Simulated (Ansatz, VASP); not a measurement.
# Two plane-wave programs on Ta

```
Ta
1.0
     2.75819    0.00000    0.00000
     0.00000    2.75819    0.00000
     0.00000    0.00000    2.74394
Ta
1
Direct
  0.50000 0.50000 0.50000
```

Alike in both runs: functional PBE; k mesh 6 × 6 × 6; occupations gaussian, width 0.1 eV; no spin polarisation.

Ansatz relaxed the structure, and its values are those at the end. VASP's run is a single point on that final structure, the one shown.

```csv
,VASP,Ansatz
version,VASP 6.6.1,Ansatz 0.2.0
potentials or method,"VASP PAW PBE potentials, release 64 (Ta_pv)","scalar-relativistic, plane waves, PAW"
plane-wave cutoff (eV),520,420
valence electrons in the cell,11,13
```

```csv
,VASP,Ansatz,Ansatz less VASP
gap on the k mesh at the Fermi level (eV),none,none,-
pressure (GPa),-0.1,-0.1,-0.05
```

A gap of «none» marks a metal or a gap that the smearing closes. The functional is the same, so the differences come from potentials, cutoffs and numerics. The two sets of potentials don't hold the same shells in valence.

Caveats: the k mesh is coarse (spacing up to 0.38 Å⁻¹), so the values aren't converged. The runs have no spin-orbit coupling, so splittings on Ta are missing.
